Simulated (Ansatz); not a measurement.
# Phonon spectrum of Al$_{3}$Cu$_{2}$

All numbers below come from Ansatz, DFT PBEsol, scalar-relativistic, plane waves, PAW. Settings: 420 eV plane-wave cutoff, Γ-centred 12×12×8 mesh, Fermi-Dirac smearing of 0.15 eV. No spin polarisation. Phonons by linear response, acoustic sum rule imposed.

Equilibrium structure at this level:
```
Al Cu
1.0
     4.10104    0.00000    0.00000
    -2.05052    3.55161    0.00000
     0.00000    0.00000    4.98559
Al Cu
3 2
Direct
  0.00000 0.00000 0.00000
  0.33333 0.66667 0.35171
  0.66667 0.33333 0.64829
  0.33333 0.66667 0.84284
  0.66667 0.33333 0.15716
```

In a metal, frequencies and elastic constants depend on the k mesh and the smearing, soft modes and shear constants most.

Force constants from linear response on a 3×3×2 q mesh.

(1) Is the structure dynamically stable on this mesh?

(2) Give the frequencies (cm⁻¹; i marks imaginary ones) at the irreducible q points, in fractions of the reciprocal vectors.

Results:

(1) Yes, on this mesh: no mode is imaginary.

(2)
| q | star | frequencies |
| --- | --- | --- |
| 0.000 0.000 0.000 | 1 | 0 0 0 125 125 154 183 200 200 271 271 322 322 322 355 |
| 0.000 0.000 -0.500 | 1 | 84 84 92 92 167 171 190 215 215 263 263 319 322 322 332 |
| 0.000 0.333 0.000 | 6 | 80 85 126 128 140 161 181 201 219 252 260 323 335 336 363 |
| 0.000 0.333 -0.500 | 6 | 78 112 130 139 168 177 180 191 211 252 273 310 332 333 358 |
| 0.333 0.333 0.000 | 2 | 97 97 122 137 164 164 169 218 218 237 286 326 326 356 356 |
| 0.333 0.333 -0.500 | 2 | 129 131 142 142 156 156 180 214 222 222 289 309 309 355 355 |

Whether Al3Cu2 exists in this form wasn't checked.

Cost: 1 run of about 82 core-minutes, on AMD EPYC 7R43 (Zen 3) (shared hosts).